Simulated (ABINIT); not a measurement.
Crystal: WS2.

```
W S
1.0
     1.57900    0.91164    6.16333
    -1.57900    0.91164    6.16333
     0.00000   -1.82327    6.16333
W S
1 2
Cartesian
  0.0000 0.0000 0.0000
  0.0000 0.0000 10.7427
  0.0000 0.0000 13.8730
```

Measurements of this composition are mostly on another form, of space group No. 194.

Base run:

- Program: ABINIT 10.8.3 (patched build)
- Functional: LDA
- Potentials or basis: PseudoDojo NC SR LDA v0.4.1 standard
- Cutoff: 816 eV
- k mesh: 8 × 8 × 8
- Occupations: fermi-dirac, width 0.05 eV
- Spin: no spin polarisation

Its results: band gap on the k mesh 1.10 eV, indirect (least direct gap 2.28 eV); pressure -4.1 GPa; largest force 0.593 eV/Å.

Task: The run is repeated on the same cell with these changes: functional from LDA to PBEsol; potentials or basis from PseudoDojo NC SR LDA v0.4.1 standard to PseudoDojo NC SR PBEsol v0.4.1 standard; cutoff from 816 eV to 844 eV. What comes out?

Result: Band gap on the k mesh 1.12 eV, indirect (least direct gap 2.29 eV); pressure -0.7 GPa; largest force 0.599 eV/Å.

Caveats: spin-orbit coupling is left out, which moves the levels of the heavy elements; the cutoff is short for stress, so the pressure is rough (some runs).

A k mesh can miss the band edges.
